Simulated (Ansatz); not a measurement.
Crystal: TiCo3.

```xyz
4
Lattice="3.5710 0.0000 0.0000 0.0000 3.5710 0.0000 0.0000 0.0000 3.5710" Properties=species:S:1:pos:R:3 pbc="T T T"
Co    1.7855    1.7855    0.0000
Co    1.7855    0.0000    1.7855
Co    0.0000    1.7855    1.7855
Ti    0.0000    0.0000    0.0000
```

Alike in all runs: program Ansatz 0.2.0; functional PBEsol; potentials or basis Ansatz PAW; cutoff 420 eV (not typed: the program's choice for these potentials); k mesh 8 × 8 × 8; occupations fermi-dirac, width 0.05 eV.

Starts and where they ended:

```csv
start,free energy over the lowest (meV/atom),net moment (μB),site or absolute moments (μB),gap
"collinear spin, random start of up to 0.83 μB",1.0,-0.92,Co -0.37; Ti +0.12,none (metal or under the smearing width)
"collinear spin, antiferromagnetic start of up to 2 μB",0.0,2.50,Co +1.01; Ti -0.32,none (metal or under the smearing width)
"collinear spin, ferrimagnetic start of up to 2 μB",0.0,2.50,Co +1.01; Ti -0.32,none (metal or under the smearing width)
no spin polarisation,2.7,-,-,none (metal or under the smearing width)
"collinear spin, ferromagnetic start of up to 3.5 μB",0.0,2.50,Co +1.01; Ti -0.32,none (metal or under the smearing width)
"collinear spin, ferromagnetic start of up to 2 μB",0.0,2.50,Co +1.01; Ti -0.32,none (metal or under the smearing width)
```

Allowing spin polarisation gains 3 meV/atom. A still lower state may exist.

Caveats: the starting moments weren't kept (some runs).
